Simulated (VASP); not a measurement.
# MnO2 (P-3m1) in VASP: notebook

One crystal, MnO2, is run at these levels: r2SCAN; tasks: single point.

Program: VASP 6.6.1. These are calculated values, not measurements. Logs are shortened: lines on timing, memory, paths and dates and some standing lists are left out, and cuts for length are marked.

### 1 The structure

It takes space group P-3m1 (No. 164, trigonal). Conventional cell: a = 2.857 Å, b = 2.857 Å, c = 4.601 Å, α = 90.00°, β = 90.00°, γ = 120.00°. Mn (site symmetry -3m) is surrounded by 6 O at 1.90 Å. O (site symmetry 3m) has 3 Mn at 1.90 Å as nearest neighbours.

Measurements of this composition are mostly on another form, of space group No. 136.

### 2 Single point, r2SCAN, collinear spin, ferromagnetic start

Input file INCAR:

```
SYSTEM = MnO2
PREC = Accurate ; ENCUT = 460
EDIFF = 1E-6 ; ISMEAR = 0
SIGMA = 0.05 ; LREAL = .FALSE.
LASPH = .TRUE. ; NELM = 100
ALGO = Normal ; ISIF = 2
LWAVE = .FALSE. ; LCHARG = .FALSE.
ISPIN = 2 ; MAGMOM = 4 0 0
LORBIT = 11 ; LMAXMIX = 4
METAGGA = R2SCAN ; LMIXTAU = .TRUE.
ADDGRID = .TRUE.
```

Input file KPOINTS:

```
Automatic mesh
0
G
  8 8 4
  0 0 0
```

Input file POSCAR:

```
MnO2
1.0
    2.8565781804      0.0000000000      0.0000000000
   -1.4282890902      2.4738692722      0.0000000000
    0.0000000000      0.0000000000      4.6013740589
Mn O
1 2
Direct
    0.0000000000      0.0000000000      0.5000000000
    0.3333333333      0.6666666667      0.7062925700
    0.6666666667      0.3333333333      0.2937074300
```

Potentials or basis: VASP PAW PBE potentials, release 64 (Mn_pv, O).

Run with:

```console
> cat potpaw_PBE.64/Mn_pv/POTCAR potpaw_PBE.64/O/POTCAR > POTCAR
> mpirun -np 1 vasp_std > vasp.out
```

OUTCAR:

```text
SYSTEM = MnO2
   PREC = Accurate
   ENCUT = 460
   EDIFF = 1E-6
   ISMEAR = 0
   LREAL = .FALSE.
   LASPH = .TRUE.
   NELM = 100
   ISIF = 2
   ISPIN = 2
   LORBIT = 11
   METAGGA = R2SCAN

 Found     35 irreducible k-points:

 Following reciprocal coordinates:
            Coordinates               Weight
  0.000000  0.000000  0.000000      1.000000
  0.125000  0.000000  0.000000      6.000000
  0.250000  0.000000  0.000000      6.000000
  0.375000  0.000000  0.000000      6.000000
  0.500000  0.000000  0.000000      3.000000
  0.125000  0.125000  0.000000      6.000000
   k-points           NKPTS =     35   k-points in BZ     NKDIM =     35   number of bands    NBANDS=     18
   number of dos      NEDOS =    301   number of ions     NIONS =      3
   total plane-waves  NPLWV =  12800
   dimension x,y,z NGX =    20 NGY =   20 NGZ =   32
   dimension x,y,z NGXF=    40 NGYF=   40 NGZF=   64
   ions per type =               1   2
   NGX,Y,Z   is equivalent  to a cutoff of  11.64, 11.64, 11.56 a.u.
   NGXF,Y,Z  is equivalent  to a cutoff of  23.28, 23.28, 23.12 a.u.
 SYSTEM =  MnO2
   PREC   = accura    normal or accurate (medium, high low for compatibility)
   ISTART =      0    job   : 0-new  1-cont  2-samecut
   ICHARG =      2    charge: 1-file 2-atom 10-const
   ISPIN  =      2    spin polarized calculation?
   LNONCOLLINEAR =      F non collinear calculations
   LSORBIT =      F    spin-orbit coupling
   LASPH  =      T    aspherical Exc in radial PAW
   ENCUT  =  460.0 eV  33.81 Ry    5.81 a.u.   5.00  5.00  8.05*2*pi/ulx,y,z
   NELM   =    100;   NELMIN=  2; NELMDL= -5     # of ELM steps
   EDIFF  = 0.1E-05   stopping-criterion for ELM
   LREAL  =      F    real-space projection
   EDIFFG = 0.1E-04   stopping-criterion for IOM
   NSW    =      0    number of steps for IOM
   IBRION =     -1    ionic relax: 0-MD 1-quasi-New 2-CG
   NFREE  =      0    steps in history (QN), initial steepest desc. (CG)
   ISIF   =      2    stress and relaxation
   ISYM   =      2    0-nonsym 1-usesym 2-fastsym
   POTIM  = 0.5000    time-step for ionic-motion
   TEBEG  =    0.0;   TEEND  =   0.0 temperature during run
   PSTRESS=    0.0 pullay stress
   NELECT =      25.0000    total number of electrons
   NUPDOWN=      -1.0000    fix difference up-down
   EMIN   =  10.00;   EMAX   =-10.00  energy-range for DOS
   EFERMI =   0.00;   METHOD = LEGACY
   ISMEAR =     0;   SIGMA  =   0.05  broadening in eV -4-tet -1-fermi 0-gaus
   EFERMI_NEDOS =   21; number of points for ismear=-14 and -15
   IALGO  =     38    algorithm
   IMIX   =      4    mixing-type and parameters
     AMIX     =   0.40;   BMIX     =  1.00
     AMIX_MAG =   1.60;   BMIX_MAG =  1.00
  volume/ion in A,a.u.               =      10.84        73.15
  Fermi-wavevector in a.u.,A,eV,Ry     =   1.499747  2.834111 30.602787  2.249241
  Thomas-Fermi vector in A             =   2.611337
   LORBIT       =     11    0 simple, 1 ext, 2 COOP (PROOUT), +10 PAW based schemes
   METAGGA = R2SCAN    functional components
   LHFCALC =     F    Hartree Fock is set to
   AEXX    =    0.0000 exact exchange contribution
   IVDW    =     0    specifies the selected vdW correction
   LEPSILON=     F    determine dielectric tensor
   LRPA    =     F    only Hartree local field effects (RPA)
 spin polarized calculation
 Gauss-broadening in eV      SIGMA  =   0.05
  energy-cutoff  :      460.00
  volume of cell :       32.52
 maximum number of plane-waves:       746
   NGX =  9   NGY =  9   NGZ = 17

 number of electron      24.9999999 magnetization       3.0000214

 Free energy of the ion-electron system (eV)
  ---------------------------------------------------
  ext. energy  EPLUGINS =         0.00000000
  ---------------------------------------------------
  free energy    TOTEN  =       -32.53985414 eV

  energy without entropy =      -32.53985414  energy(sigma->0) =      -32.53985414

 E-fermi :   2.7449     XC(G=0): -11.5615

 val. band max:        2.5373513287   @ k =   0.1250   0.0000   0.5000
 cond. band min:       4.4143715127   @ k =   0.0000   0.0000   0.5000
 fundamental gap:      1.8770201840
 Fermi energy:         2.7448829634

 spin component 1

 k-point     1 :       0.0000    0.0000    0.0000
  band No.  band energies     occupation
      1     -49.7497      1.00000
      2     -49.7233      1.00000
      3     -49.7232      1.00000
      4     -17.7252      1.00000
      5     -15.4311      1.00000
      6      -3.7646      1.00000
[... 10 lines left out ...]
     17      10.6395      0.00000
     18      14.0200      0.00000

 k-point     2 :       0.1250    0.0000    0.0000
  band No.  band energies     occupation
      1     -49.7470      1.00000
      2     -49.7453      1.00000
      3     -49.7285      1.00000
      4     -17.5274      1.00000
      5     -15.4928      1.00000
      6      -3.5270      1.00000
[... 10 lines left out ...]
     17      11.3402      0.00000
     18      14.7921      0.00000

 k-point     3 :       0.2500    0.0000    0.0000
  band No.  band energies     occupation
      1     -49.8021      1.00000
      2     -49.7409      1.00000
      3     -49.7361      1.00000
      4     -17.0164      1.00000
      5     -15.6453      1.00000
      6      -3.4509      1.00000
[... 10 lines left out ...]
     17      12.9058      0.00000
     18      16.4068      0.00000

 k-point     4 :       0.3750    0.0000    0.0000
  band No.  band energies     occupation
      1     -49.8572      1.00000
      2     -49.7534      1.00000
      3     -49.7267      1.00000
      4     -16.4365      1.00000
      5     -15.8165      1.00000
      6      -3.9039      1.00000
[... 10 lines left out ...]
     17      14.4827      0.00000
     18      17.2256      0.00000

 k-point     5 :       0.5000    0.0000    0.0000
  band No.  band energies     occupation
      1     -49.8800      1.00000
      2     -49.7586      1.00000
      3     -49.7227      1.00000
      4     -16.1306      1.00000
      5     -15.9343      1.00000
      6      -4.2763      1.00000
[... 10 lines left out ...]
     17      15.4292      0.00000
     18      16.4050      0.00000

 k-point     6 :       0.1250    0.1250    0.0000
  band No.  band energies     occupation
      1     -49.7832      1.00000
      2     -49.7414      1.00000
      3     -49.7377      1.00000
      4     -17.1722      1.00000
      5     -15.5995      1.00000
      6      -3.3361      1.00000
[... 10 lines left out ...]
     17      12.4813      0.00000
     18      16.0046      0.00000

 [... further k-points ...]

 spin component 2

 k-point     1 :       0.0000    0.0000    0.0000
  band No.  band energies     occupation
      1     -45.6300      1.00000
      2     -45.6299      1.00000
      3     -45.4298      1.00000
      4     -17.6641      1.00000
      5     -15.3823      1.00000
      6      -2.6215      1.00000
[... 10 lines left out ...]
     17      11.1804      0.00000
     18      14.6997      0.00000

 k-point     2 :       0.1250    0.0000    0.0000
  band No.  band energies     occupation
      1     -45.6595      1.00000
      2     -45.6363      1.00000
      3     -45.4244      1.00000
      4     -17.4653      1.00000
      5     -15.4404      1.00000
      6      -2.3890      1.00000
[... 10 lines left out ...]
     17      11.8335      0.00000
     18      15.4861      0.00000

 k-point     3 :       0.2500    0.0000    0.0000
  band No.  band energies     occupation
      1     -45.7299      1.00000
      2     -45.6516      1.00000
      3     -45.4111      1.00000
      4     -16.9531      1.00000
      5     -15.5853      1.00000
      6      -2.4257      1.00000
[... 10 lines left out ...]
     17      13.3257      0.00000
     18      17.1416      0.00000

 k-point     4 :       0.3750    0.0000    0.0000
  band No.  band energies     occupation
      1     -45.7995      1.00000
      2     -45.6667      1.00000
      3     -45.3979      1.00000
      4     -16.3724      1.00000
      5     -15.7526      1.00000
      6      -2.8904      1.00000
[... 10 lines left out ...]
     17      14.8742      0.00000
     18      17.9142      0.00000

 k-point     5 :       0.5000    0.0000    0.0000
  band No.  band energies     occupation
      1     -45.8283      1.00000
      2     -45.6731      1.00000
      3     -45.3923      1.00000
      4     -16.0586      1.00000
      5     -15.8779      1.00000
      6      -3.3461      1.00000
[... 10 lines left out ...]
     17      15.8649      0.00000
     18      16.8719      0.00000

 k-point     6 :       0.1250    0.1250    0.0000
  band No.  band energies     occupation
      1     -45.7060      1.00000
      2     -45.6506      1.00000
      3     -45.4150      1.00000
      4     -17.1091      1.00000
      5     -15.5415      1.00000
      6      -2.3705      1.00000
[... 10 lines left out ...]
     17      12.9196      0.00000
     18      16.7079      0.00000

 [... further k-points ...]

------------------------ aborting loop because EDIFF is reached ----------------------------------------

  FORCE on cell =-STRESS in cart. coord.  units (eV):
  Direction    XX          YY          ZZ          XY          YZ          ZX
  --------------------------------------------------------------------------------------
  -------------------------------------------------------------------------------------
  Total       -0.1588466     -0.1588466     -0.1411681      0.0000000      0.0000000     -0.0000000
  in kB       -7.8266887     -7.8266887     -6.9556354      0.0000000      0.0000000     -0.0000000
  external PRESSURE =      -7.5363376 kB  Pullay stress =       0.0000000 kB

 VOLUME and BASIS-vectors are now :
 -----------------------------------------------------------------------------
  energy-cutoff  :      460.00
  volume of cell :       32.52
      direct lattice vectors                 reciprocal lattice vectors
     2.856578180  0.000000000  0.000000000     0.350069187  0.202112539  0.000000000
    -1.428289090  2.473869272  0.000000000     0.000000000  0.404225078  0.000000000
     0.000000000  0.000000000  4.601374059     0.000000000  0.000000000  0.217326387

 POSITION                                       TOTAL-FORCE (eV/Angst)
 -----------------------------------------------------------------------------------
      0.00000      0.00000      2.30069         0.000000      0.000000      0.000000
     -0.00000      1.64925      3.24992        -0.000000      0.000000      0.007062
      1.42829      0.82462      1.35146         0.000000     -0.000000     -0.007062
 -----------------------------------------------------------------------------------
    total drift:                                0.000000     -0.000000      0.000000

  FREE ENERGIE OF THE ION-ELECTRON SYSTEM (eV)
  ---------------------------------------------------
  free  energy   TOTEN  =       -32.5398541353 eV

  energy  without entropy=      -32.5398541353  energy(sigma->0) =      -32.53985414

 total charge

# of ion       s       p       d       tot
------------------------------------------
    1        0.383   6.468   4.862  11.712
    2        1.594   3.448   0.000   5.043
    3        1.594   3.448   0.000   5.043
--------------------------------------------------
tot          3.571  13.365   4.862  21.798

 magnetization (x)

# of ion       s       p       d       tot
------------------------------------------
    1        0.030   0.039   2.865   2.934
    2        0.004   0.003   0.000   0.007
    3        0.004   0.003   0.000   0.007
--------------------------------------------------
tot          0.037   0.045   2.865   2.948
```

Wall time 59 s (1 thread of Intel Xeon 6975P-C (Granite Rapids), shared host); peak memory 0.21 GiB.

These settings aren't checked as converged: the numbers below hold their error.

What came out:

| Item | Value |
| --- | --- |
| Free energy | -32.5399 eV |
| Pressure | -0.8 GPa |
| Largest force | 0.007 eV/Å |
| Band gap on the k mesh | 1.88 eV, indirect (least direct gap 1.98 eV) |
| Net moment | 3.00 μB per cell |
| Site moments | Mn +2.93; O +0.01 μB |
| Valence electrons inside the program's atomic spheres | Mn 11.71; O 5.04 |

Caveat: the cutoff is under 1.25 times the usual one of these potentials, so pressure, stress and relaxed cells hold a basis-set (Pulay) error; the PAW data sets were made with another functional, which shifts forces and pressure a little; a cell with one magnetic atom can't hold antiferromagnetic order, which such compounds often take.

### 3 Single point, r2SCAN, collinear spin, ferromagnetic start

INCAR is that of step 2.

KPOINTS is that of step 2.

Input file POSCAR:

```
MnO2
1.0
    2.8565781804      0.0000000000      0.0000000000
   -1.4282890902      2.4738692722      0.0000000000
    0.0000000000      0.0000000000      4.6013740589
Mn O
1 2
Direct
    0.0186700000     -0.0033200000      0.4886240000
    0.3165570000      0.6444560000      0.7182440000
    0.6490790000      0.3390650000      0.3129550000
```

Potentials or basis: VASP PAW PBE potentials, release 64 (Mn_pv, O).

Run with:

```console
> cat potpaw_PBE.64/Mn_pv/POTCAR potpaw_PBE.64/O/POTCAR > POTCAR
> mpirun -np 1 vasp_std > vasp.out
```

Wall time 3.2 min (1 thread of Intel Xeon 6975P-C (Granite Rapids), shared host); peak memory 0.27 GiB.

The run converged, but some of its settings lie outside the range that counts as converged, so its numbers aren't taken as properties of the crystal.

Results:

```
Free energy                                           : -32.1935 eV
Pressure                                              : 5.3 GPa
Largest force                                         : 4.183 eV/Å
Band gap on the k mesh                                : 1.77 eV, indirect (least direct gap 1.79 eV)
Net moment                                            : 3.00 μB per cell
Site moments                                          : Mn +2.90; O -0.02, +0.06 μB
Valence electrons inside the program's atomic spheres : Mn 11.79; O 5.00, 5.11
```

Caveat: the cutoff is under 1.25 times the usual one of these potentials, so pressure, stress and relaxed cells hold a basis-set (Pulay) error; the PAW data sets were made with another functional, which shifts forces and pressure a little; a cell with one magnetic atom can't hold antiferromagnetic order, which such compounds often take.

### 4 Single point, r2SCAN, collinear spin, ferromagnetic start

INCAR, as its differences from that of step 3:

```diff
@@ -4,3 +4,3 @@
 SIGMA = 0.05 ; LREAL = .FALSE.
-LASPH = .TRUE. ; NELM = 100
+LASPH = .FALSE. ; NELM = 100
 ALGO = Normal ; ISIF = 2
@@ -10,2 +10,2 @@
 METAGGA = R2SCAN ; LMIXTAU = .TRUE.
-ADDGRID = .TRUE.
+ADDGRID = .FALSE.
```

KPOINTS is that of step 3.

Input file POSCAR:

```
MnO2
1.0
    2.8565781804      0.0000000000      0.0000000000
   -1.4282890902      2.4738692722      0.0000000000
    0.0000000000      0.0000000000      4.6013740589
Mn O
1 2
Direct
    0.0000000000      0.0000000000      0.5000000000
    0.3333333333      0.6666666667      0.7062925700
    0.6666666667      0.3333333333      0.2937074300
```

Run with:

```console
> cat potpaw_PBE.64/Mn_pv/POTCAR potpaw_PBE.64/O/POTCAR > POTCAR
> mpirun -np 1 vasp_std > vasp.out
```

Run time: 58 s. Hardware: 1 thread of Intel Xeon 6975P-C (Granite Rapids), shared host; peak memory 0.16 GiB.

The run converged, but some of its settings lie outside the range that counts as converged, so its numbers aren't taken as properties of the crystal.

What came out:

```
Free energy                                           : -32.1152 eV
Pressure                                              : 1.8 GPa
Largest force                                         : 0.107 eV/Å
Band gap on the k mesh                                : 1.28 eV, indirect (least direct gap 1.57 eV)
Net moment                                            : 3.00 μB per cell
Site moments                                          : Mn +3.14; O -0.09 μB
Valence electrons inside the program's atomic spheres : Mn 11.73; O 5.04
```

Caveat: the cutoff is under 1.25 times the usual one of these potentials, so pressure, stress and relaxed cells hold a basis-set (Pulay) error; the PAW data sets were made with another functional, which shifts forces and pressure a little; a cell with one magnetic atom can't hold antiferromagnetic order, which such compounds often take.

### 5 Single point, r2SCAN, collinear spin, ferromagnetic start

INCAR is that of step 4.

KPOINTS is that of step 4.

Input file POSCAR:

```
MnO2
1.0
    2.8565781804      0.0000000000      0.0000000000
   -1.4282890902      2.4738692722      0.0000000000
    0.0000000000      0.0000000000      4.6013740589
Mn O
1 2
Direct
    0.0186700000     -0.0033200000      0.4886240000
    0.3165570000      0.6444560000      0.7182440000
    0.6490790000      0.3390650000      0.3129550000
```

Run with:

```console
> cat potpaw_PBE.64/Mn_pv/POTCAR potpaw_PBE.64/O/POTCAR > POTCAR
> mpirun -np 1 vasp_std > vasp.out
```

Run time: 3.2 min. Hardware: 1 thread of Intel Xeon 6975P-C (Granite Rapids), shared host; peak memory 0.22 GiB.

The run converged, but some of its settings lie outside the range that counts as converged, so its numbers aren't taken as properties of the crystal.

Results:

```
Free energy                                           : -31.7708 eV
Pressure                                              : 7.8 GPa
Largest force                                         : 4.107 eV/Å
Band gap on the k mesh                                : 1.22 eV, indirect (least direct gap 1.46 eV)
Net moment                                            : 3.00 μB per cell
Site moments                                          : Mn +3.10; O -0.13, -0.02 μB
Valence electrons inside the program's atomic spheres : Mn 11.80; O 4.99, 5.11
```

Caveat: the cutoff is under 1.25 times the usual one of these potentials, so pressure, stress and relaxed cells hold a basis-set (Pulay) error; the PAW data sets were made with another functional, which shifts forces and pressure a little; a cell with one magnetic atom can't hold antiferromagnetic order, which such compounds often take.

### 6 Single point, r2SCAN, collinear spin, ferromagnetic start

Input file INCAR:

```
SYSTEM = MnO2
PREC = Normal ; ENCUT = 460
EDIFF = 1E-4 ; ISMEAR = 0
SIGMA = 0.05 ; LREAL = Auto
LASPH = .TRUE. ; NELM = 100
ALGO = Normal ; ISIF = 2
LWAVE = .FALSE. ; LCHARG = .FALSE.
ISPIN = 2 ; MAGMOM = 4 0 0
LORBIT = 11 ; LMAXMIX = 4
METAGGA = R2SCAN ; LMIXTAU = .TRUE.
ADDGRID = .FALSE.
```

KPOINTS is that of step 5.

Input file POSCAR:

```
MnO2
1.0
    2.8565781804      0.0000000000      0.0000000000
   -1.4282890902      2.4738692722      0.0000000000
    0.0000000000      0.0000000000      4.6013740589
Mn O
1 2
Direct
    0.0000000000      0.0000000000      0.5000000000
    0.3333333333      0.6666666667      0.7062925700
    0.6666666667      0.3333333333      0.2937074300
```

Potentials or basis: VASP PAW PBE potentials, release 64 (Mn_pv, O).

Run with:

```console
> cat potpaw_PBE.64/Mn_pv/POTCAR potpaw_PBE.64/O/POTCAR > POTCAR
> mpirun -np 1 vasp_std > vasp.out
```

Run time: 24 s. Hardware: 1 thread of Intel Xeon 6975P-C (Granite Rapids), shared host; peak memory 0.14 GiB.

These settings aren't checked as converged: the numbers below hold their error.

Results:

- Free energy: -32.5403 eV
- Pressure: -0.8 GPa
- Largest force: 0.007 eV/Å
- Band gap on the k mesh: 1.87 eV, indirect (least direct gap 1.98 eV)
- Net moment: 3.00 μB per cell
- Site moments: Mn +2.93; O +0.01 μB
- Valence electrons inside the program's atomic spheres: Mn 11.71; O 5.04

Caveat: the cutoff is under 1.25 times the usual one of these potentials, so pressure, stress and relaxed cells hold a basis-set (Pulay) error; the PAW data sets were made with another functional, which shifts forces and pressure a little; a cell with one magnetic atom can't hold antiferromagnetic order, which such compounds often take.
